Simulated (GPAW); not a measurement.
# BAs (F-43m) in GPAW: further runs

One crystal, BAs, is run at these levels: optB88-vdW, BLYP; tasks: equation of state, band structure.

Everything below comes from runs of GPAW 26.7.0. Logs are shortened: lines on timing, memory, paths and dates and some standing lists are left out, and cuts for length are marked. The log counts tension as positive stress, the text compression.

**Experimental background.**

“Basic Physical Properties of Cubic Boron Arsenide”, 2019, arxiv:1911.11281 quotes, for a bulk crystal of BAs: bulk modulus 148 GPa.

The runs below are set against these values where they give the same quantity.

**1. Starting point**

Symmetry: F-43m, No. 216, cubic system. Conventional cell: a = 4.777 Å, b = 4.777 Å, c = 4.777 Å, α = 90.00°, β = 90.00°, γ = 90.00°. As (site symmetry -43m) has 4 B at 2.07 Å as nearest neighbours. B (site symmetry -43m) has 4 As at 2.07 Å as nearest neighbours.

**2. Equation of state, optB88-vdW**

run.py reads:

```python
from ase.eos import EquationOfState
from ase.io import Trajectory
from ase.spacegroup import crystal
from ase.units import GPa
from gpaw import GPAW, PW

# As 4c
# B 4a
atoms = crystal(['As', 'B'],
                basis=[[0.25, 0.25, 0.25],
                       [0.0, 0.0, 0.0]],
                spacegroup=216, setting=1,  # F-43m
                cellpar=[4.777, 4.777, 4.777, 90.0, 90.0, 90.0],
                primitive_cell=True)

traj = Trajectory('eos.traj', 'w')
volumes, energies = [], []
for x in [0.94, 0.96, 0.98, 1.0, 1.02, 1.04, 1.06]:
    a = atoms.copy()
    a.set_cell(atoms.cell * x**(1 / 3), scale_atoms=True)
    calc = GPAW(mode=PW(800),
                xc={'name': 'optB88-vdW', 'backend': 'libvdwxc'},
                kpts={'size': (8, 8, 8), 'gamma': True},
                occupations={'name': 'fermi-dirac', 'width': 0.05},
                nbands=11,
                convergence={'density': 1e-05, 'energy': 1e-05},
                maxiter=150,
                legacy_gpaw=True,
                txt=f'eos-{x:.2f}.txt')
    a.calc = calc
    energies.append(a.get_potential_energy(force_consistent=True))
    volumes.append(a.get_volume())
    calc.write(f'eos-{x:.2f}.gpw')
    traj.write(a)
    print(f'{x:.2f} {volumes[-1]:10.4f} A^3 {energies[-1]:14.6f} eV', flush=True)

v0, e0, B = EquationOfState(volumes, energies, eos='birchmurnaghan').fit()
print(f'V0 = {v0:.4f} A^3, E0 = {e0:.6f} eV, B0 = {B / GPa:.2f} GPa')
```

Potentials or basis: GPAW PAW data sets (gpaw-data 1.2.1), pw.

Started as:

```console
$ OMP_NUM_THREADS=1 python run.py
```

The program printed:

```text
___ ___ ___ _ _ _
 |   |   |_  | | | |
 | | | | | . | | | |
 |__ |  _|___|_____|  26.7.0
 |___|_|

Input parameters:
  convergence: {density: 1e-05,
                energy: 1e-05}
  kpts: {gamma: True,
         size: (8, 8, 8)}
  maxiter: 150
  mode: {ecut: 800.0,
         name: pw}
  nbands: 11
  occupations: {name: fermi-dirac,
                width: 0.05}
  xc: {backend: libvdwxc,
       name: optB88-vdW}

System changes: positions, numbers, cell, pbc, initial_charges, initial_magmoms

Initialize ...

species:
  As:
    name:    Arsenic
    Z:       33.0
    valence: 5
    core:    28
    charge:  0.0  # [|e|]
    compensation charges:
      type: gauss
      rc: 0.33  # [Å]
      lmax: 2
    cutoffs:
      filter: 1.87  # [Å]
      core: 2.96  # [Å]
    projectors
    | kind |    occ | energy [eV] | rcut [Å] |
    |------|--------|-------------|----------|
    |   4s |  2.000 |     -14.487 |    1.058 |
    |   4p |  3.000 |      -5.196 |    1.058 |
    |    s |        |      12.725 |    1.058 |
    |    p |        |      22.016 |    1.058 |
    |    d |        |       0.000 |    1.058 |

    Using partial waves for As as LCAO basis

  B:
    name:    Boron
    Z:       5.0
    valence: 3
    core:    2
    charge:  0.0  # [|e|]
    compensation charges:
      type: gauss
      rc: 0.20  # [Å]
      lmax: 2
    cutoffs:
      filter: 1.14  # [Å]
      core: 1.38  # [Å]
    projectors
    | kind |    occ | energy [eV] | rcut [Å] |
    |------|--------|-------------|----------|
    |   2s |  2.000 |      -9.443 |    0.635 |
    |   2p |  1.000 |      -3.606 |    0.635 |
    |    s |        |      17.768 |    0.635 |
    |    p |        |      23.605 |    0.635 |
    |    d |        |       0.000 |    0.635 |

    Using partial waves for B as LCAO basis

Reference energy: -62172.463167  # eV

Spin-paired calculation

Convergence criteria:
 Maximum [total energy] change in last 3 cyles: 1e-05 eV / valence electron
 Maximum integral of absolute [dens]ity change: 1e-05 electrons / valence electron
 Maximum integral of absolute [eigenst]ate change: 4e-08 eV^2 / valence electron
 Maximum number of scf [iter]ations: 150
 (Square brackets indicate name in SCF output, whereas a 'c' in
 the SCF output indicates the quantity has converged.)

Symmetries present (total): 24

  ( 1  0  0)  ( 1  0  0)  ( 1  0 -1)  ( 1  0 -1)  ( 1 -1  0)  ( 1 -1  0)
  ( 0  1  0)  ( 0  0  1)  ( 0  1 -1)  ( 0  0 -1)  ( 0 -1  1)  ( 0 -1  0)
  ( 0  0  1)  ( 0  1  0)  ( 0  0 -1)  ( 0  1 -1)  ( 0 -1  0)  ( 0 -1  1)

  ( 0  1  0)  ( 0  1  0)  ( 0  1 -1)  ( 0  1 -1)  ( 0  0  1)  ( 0  0  1)
  ( 1  0  0)  ( 0  0  1)  ( 1  0 -1)  ( 0  0 -1)  ( 1  0  0)  ( 0  1  0)
  ( 0  0  1)  ( 1  0  0)  ( 0  0 -1)  ( 1  0 -1)  ( 0  1  0)  ( 1  0  0)

  ( 0  0 -1)  ( 0  0 -1)  ( 0 -1  1)  ( 0 -1  1)  ( 0 -1  0)  ( 0 -1  0)
  ( 1  0 -1)  ( 0  1 -1)  ( 1 -1  0)  ( 0 -1  0)  ( 1 -1  0)  ( 0 -1  1)
  ( 0  1 -1)  ( 1  0 -1)  ( 0 -1  0)  ( 1 -1  0)  ( 0 -1  1)  ( 1 -1  0)

  (-1  1  0)  (-1  1  0)  (-1  0  1)  (-1  0  1)  (-1  0  0)  (-1  0  0)
  (-1  0  1)  (-1  0  0)  (-1  1  0)  (-1  0  0)  (-1  1  0)  (-1  0  1)
  (-1  0  0)  (-1  0  1)  (-1  0  0)  (-1  1  0)  (-1  0  1)  (-1  1  0)

512 k-points: 8 x 8 x 8 Monkhorst-Pack grid + [1/16,1/16,1/16]
29 k-points in the irreducible part of the Brillouin zone
       k-points in crystal coordinates                weights
   0:     0.00000000    0.00000000    0.00000000          1/512
   1:     0.12500000    0.12500000    0.00000000          6/512
   2:     0.12500000    0.12500000    0.12500000          8/512
   3:     0.25000000    0.12500000    0.12500000         12/512
   4:     0.25000000    0.25000000    0.00000000          6/512
   5:     0.25000000    0.25000000    0.12500000         24/512
   6:     0.25000000    0.25000000    0.25000000          8/512
   7:     0.37500000    0.25000000   -0.37500000         24/512
   8:     0.37500000    0.25000000    0.12500000         24/512
   9:     0.37500000    0.25000000    0.25000000         24/512
          ...
  28:     0.50000000    0.50000000    0.50000000          4/512

Wave functions: Plane wave expansion
  Cutoff energy: 800.000 eV
  Number of coefficients (min, max): 1298, 1363
  Pulay-stress correction: 0.000000 eV/Ang^3 (de/decut=0.000000)
  Using FFTW library
  ScaLapack parameters: grid=1x1, blocksize=None
  Wavefunction extrapolation:
    Improved wavefunction reuse through dual PAW basis

Occupation numbers: Fermi-Dirac:
  width: 0.0500  # eV

Eigensolver
   Davidson(niter=2)

Densities:
  Coarse grid: 24*24*24 grid
  Fine grid: 48*48*48 grid
  Total Charge: 0.000000

Density mixing:
  Method: separate
  Backend: msr1
  Linear mixing parameter: 0.05
  old densities: 10
  Width of damping distribution: 1.1
  Damping of long wavelength oscillations: 20

Hamiltonian:
  XC and Coulomb potentials evaluated on a 48*48*48 grid
  Using the optB88 Exchange-Correlation functional
  External potential:
    NoExternalPotential

XC parameters: optB88 with libvdwxc
  Mode: serial
  Semilocal: GGA_X_OPTB88_VDW+LDA_C_PW with 2 nearest neighbor stencil
  Corresponding non-local functional: vdW-DF
  Local blocksize: 48 x 48 x 48
  PAW datasets: PBE

Number of atoms: 2
Number of atomic orbitals: 8
Number of bands in calculation: 11
Number of valence electrons: 8
Bands to converge: occupied

... initialized

Initializing position-dependent things.

Density initialized from atomic densities
Creating initial wave functions:
  8 bands from LCAO basis set
  3 bands from random numbers

           As

       B

Atomic positions and initial magnetic moments

Positions:
   0 As     1.169871    1.169871    1.169871    ( 0.0000,  0.0000,  0.0000)
   1 B      0.000000    0.000000    0.000000    ( 0.0000,  0.0000,  0.0000)

Unit cell:
           periodic     x           y           z      points  spacing
  1. axis:    yes    0.000000    2.339741    2.339741    24     0.1126
  2. axis:    yes    2.339741    0.000000    2.339741    24     0.1126
  3. axis:    yes    2.339741    2.339741    0.000000    24     0.1126

  Lengths:   3.308894   3.308894   3.308894
  Angles:   60.000000  60.000000  60.000000

Effective grid spacing dv^(1/3) = 0.1228

iter:   1   -36.948792
iter:   2   -36.806529   -2.07  -0.68
iter:   3   -36.213953   -1.57  -0.72
iter:   4   -36.211825   -3.05  -1.41
iter:   5   -36.213503   -3.54  -1.74
iter:   6   -36.213077   -4.71  -2.30
iter:   7   -36.213077   -6.40  -3.50
iter:   8   -36.213077c  -7.69c -3.93
iter:   9   -36.213077c  -8.66c -4.45
iter:  10   -36.213077c -10.18c -5.22c

Converged after 10 iterations.

Dipole moment: (-4.035731, -4.035731, -4.035731) |e|*Ang

Energy contributions relative to reference atoms: (reference = -62172.463167)

Kinetic:        +31.829741
Potential:      -27.691747
External:        +0.000000
XC:             -40.333179
Entropy (-ST):   -0.000000
Local:           -0.017892
SIC:             +0.000000
--------------------------
Free energy:    -36.213077
Extrapolated:   -36.213077

Non-local optB88 correlation energy: 0.831451
Semilocal GGA_X_OPTB88_VDW+LDA_C_PW energy: -100.846338
(Not including atomic contributions)
Showing only first 2 kpts
 Kpt  Band  Eigenvalues  Occupancy
  0     2      8.68395    1.99999
  0     3      8.68395    1.99999
  0     4     12.10465    0.00000
  0     5     12.10465    0.00000

  1     2      7.45621    2.00000
  1     3      7.45621    2.00000
  1     4     11.38160    0.00000
  1     5     13.72449    0.00000

Fermi level: 9.28744

Gap: 1.242 eV
Transition (v -> c):
  (s=0, k=0, n=3, [0.00, 0.00, 0.00]) -> (s=0, k=12, n=4, [0.38, 0.38, 0.00])
Direct/indirect transitions are different
Direct gap: 3.421 eV
Transition at: (s=0, k=0, n=3, [0.00, 0.00, 0.00])
Writing to eos-0.94.gpw (mode='')
```

It took 41 s on 1 thread of INTEL XEON PLATINUM 8581C at 2.10GHz (Emerald Rapids), shared host; peak memory 0.2 GiB.

What came out:

* Equilibrium volume: 14.04 Å³/atom
* Bulk modulus: 129 GPa
* Pressure derivative of the bulk modulus: 4.5

Energy against volume, from the lowest point:
```csv
volume (Å³/atom),energy (meV/atom)
12.809,50.56
13.081,29.23
13.354,14.09
13.626,4.53
13.899,0.03
14.171,0.00
14.444,4.00
```

Caveat: the PAW data sets were made with another functional, which shifts forces and pressure a little.

**3. Band structure, BLYP, spin-orbit coupling, no magnetisation**

run.py reads:

```python
import numpy as np
from ase.dft.bandgap import bandgap
from ase.io import read, write
from ase.units import GPa
from gpaw import GPAW, PW, setup_paths
from gpaw.spinorbit import soc_eigenstates

setup_paths.insert(0, '.')

atoms = read('POSCAR')

calc = GPAW(mode=PW(800),
            xc='BLYP',
            kpts={'size': (8, 8, 8), 'gamma': True},
            occupations={'name': 'fermi-dirac', 'width': 0.05},
            nbands=11,
            convergence={'density': 1e-05, 'energy': 1e-05},
            eigensolver='davidson',
            maxiter=150,
            txt='gpaw.txt')
atoms.calc = calc
energy = atoms.get_potential_energy()
forces = atoms.get_forces()
stress = atoms.get_stress()
calc.write('gs.gpw')
write('result.traj', atoms)
print(f'Energy: {energy:.6f} eV')
print('Forces (eV/A):')
print(forces.round(4))
print('Stress (GPa):', (stress / GPa).round(3))
print('Fermi level:', round(calc.get_fermi_level(), 4), 'eV')
print(f'Gap: {bandgap(calc)[0]:.4f} eV, direct: {bandgap(calc, direct=True)[0]:.4f} eV')

path = atoms.cell.bandpath('GXWKGLUWLK,UX', npoints=60, eps=1e-4)
bs_calc = calc.fixed_density(kpts=path, symmetry='off', nbands=19,
                             convergence={'bands': 'CBM+6.0', 'eigenstates': 1e-6}, txt='bands.txt')
bs = bs_calc.band_structure()
bs.write('bs.json')
print(f'Gap on the path: {bandgap(bs_calc)[0]:.4f} eV')

soc = soc_eigenstates(bs_calc, theta=90, phi=0)
np.savetxt('soc_bands.dat', soc.eigenvalues(), fmt='%.4f')
mesh = soc_eigenstates('gs.gpw', theta=90, phi=0)
np.savetxt('soc_mesh.dat', mesh.eigenvalues(), fmt='%.4f')
print('Fermi level with spin-orbit coupling:', round(mesh.fermi_level, 4), 'eV')
```

POSCAR reads:

```
BAs
1.0
    0.0000000000      2.3885000000      2.3885000000
    2.3885000000      0.0000000000      2.3885000000
    2.3885000000      2.3885000000      0.0000000000
As B
1 1
Direct
    0.7500000000      0.7500000000      0.7500000000
    0.0000000000      0.0000000000      0.0000000000
```

Potentials or basis: PAW data sets generated in the run's folder for this functional, pw.

Started as:

```console
$ gpaw-setup -f BLYP As B
$ OMP_NUM_THREADS=1 python run.py
```

Wall time 15 s (1 thread of INTEL XEON PLATINUM 8581C at 2.10GHz (Emerald Rapids), shared host); peak memory 0.23 GiB.

Results (log left out):

```
Free energy             : -9.8953 eV
Pressure                : 8.2 GPa
Band gap on the k mesh  : 1.35 eV, indirect (least direct gap 3.17 eV)
Band gap along the path : 1.35 eV, indirect (least direct gap 3.17 eV)
```

Levels at the corners of the path, in eV from the valence-band top:
```
point  band 4  band 5  band 6  band 7  band 8  band 9  band 10  band 11  band 12  band 13
    Γ   -0.22    0.00    0.00    0.00    0.00    3.17     3.17     3.39     3.39     3.39
    X   -8.48   -4.13   -4.13   -4.00   -4.00    1.61     1.61     1.63     1.63    11.19
    W   -8.00   -5.49   -5.34   -5.12   -5.10    5.39     5.40     5.94     5.94     6.88
    K   -8.08   -5.91   -5.81   -3.48   -3.48    2.20     2.22     5.62     5.66     9.18
    Γ   -0.22    0.00    0.00    0.00    0.00    3.17     3.17     3.39     3.39     3.39
    L   -8.70   -1.94   -1.94   -1.78   -1.78    2.72     2.72     4.83     4.83     4.92
    U   -8.08   -5.91   -5.81   -3.48   -3.48    2.20     2.22     5.62     5.66     9.18
    W   -8.00   -5.49   -5.34   -5.12   -5.10    5.39     5.40     5.94     5.94     6.88
    L   -8.70   -1.94   -1.94   -1.78   -1.78    2.72     2.72     4.83     4.83     4.92
    K   -8.08   -5.91   -5.81   -3.48   -3.48    2.20     2.22     5.62     5.66     9.18
    U   -8.08   -5.91   -5.81   -3.48   -3.48    2.20     2.22     5.62     5.66     9.18
    X   -8.48   -4.13   -4.13   -4.00   -4.00    1.61     1.61     1.63     1.63    11.19
```

Caveat: spin-orbit coupling was added after a scalar SCF, so levels and gaps hold it while energy, forces, pressure and moments don't; this program's spin-orbit splittings come out too wide for heavy elements. BLYP gaps usually lie below the measured ones, often by a third to a half.

**4. How close it comes**

Step 2. A measured bulk modulus of BAs is 148 GPa (quoted in “Basic Physical Properties of Cubic Boron Arsenide”, 2019, arxiv:1911.11281); the calculated 129 GPa misses it by -12.8 %. The fit is for a static lattice scaled at fixed shape and fixed fractional positions.
